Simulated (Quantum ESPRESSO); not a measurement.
The system is MgSe.

```xyz
2
Lattice="0.0000 2.7255 2.7255 2.7255 0.0000 2.7255 2.7255 2.7255 0.0000" Properties=species:S:1:pos:R:3 pbc="T T T"
Se    2.7255    2.7255    2.7255
Mg    0.0000    0.0000    0.0000
```

* Program: Quantum ESPRESSO 7.5
* Task: single point
* Functional: PBE
* Potentials or basis: SSSP 1.3 efficiency PBE
* Cutoff: 748 eV
* Density cutoff: 5987 eV
* k mesh: 8 × 8 × 8
* Occupations: fermi-dirac, width 0.05 eV
* Spin: no spin polarisation

On this cell: pressure 1.8 GPa; largest force zero by symmetry; band gap on the k mesh 1.79 eV, indirect (least direct gap 2.59 eV).

The same run follows on a disturbed copy (atoms moved at random, drawn with an rms of 0.05 Å):

```
Se Mg
1.0
     0.00000    2.72550    2.72550
     2.72550    0.00000    2.72550
     2.72550    2.72550    0.00000
Se Mg
1 1
Cartesian
  2.7313 2.6832 2.7022
  -0.0481 -0.0144 -0.0162
```

Q: What does the disturbed cell give?

A: The energy moves by +2.3 meV/atom; pressure 1.9 GPa; largest force 0.151 eV/Å; band gap on the k mesh 1.80 eV, indirect (least direct gap 2.59 eV).

Forces in eV/Å, atoms in the order of the input:
```
Se  -0.133  0.068  0.017
Mg   0.133 -0.068 -0.017
```

Stress tensor (GPa, compression positive):
```
2.11 0.02 0.00
0.02 1.90 0.00
0.00 0.00 1.83
```

A k mesh can miss the band edges.
